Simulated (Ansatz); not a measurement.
## Zone-centre modes in SnS₂

The calculation used Ansatz 0.2.0, DFT PBE+D3(BJ), scalar-relativistic, plane waves, PAW. Settings: plane waves to 420 eV, k-mesh 12×12×6 (Γ-centred), Gaussian smearing 0.05 eV. No spin polarisation.

The starting cell (as given, not relaxed at this level):

```
Sn S
1.0
     3.59830    0.00000    0.00000
    -1.79915    3.11622    0.00000
     0.00000    0.00000    5.49400
Sn S
1 2
Direct
  0.00000 0.00000 0.00000
  0.66667 0.33333 0.26390
  0.33333 0.66667 0.73610
```

Harmonic modes by finite displacements of 0.02 Å, without the LO–TO term.

(1) At this geometry, is the structure stable against these modes?

(2) List the wavenumbers in cm⁻¹.

Answers

(1) Yes: no mode is imaginary beyond 10 cm⁻¹, and only the three translations lie near zero.

(2) 0, 0, 0, 230, 230, 238, 238, 335, 352.

Cost: 1 run of about 0.56 core-minutes, on Intel Xeon 6975P-C (Granite Rapids) (shared hosts).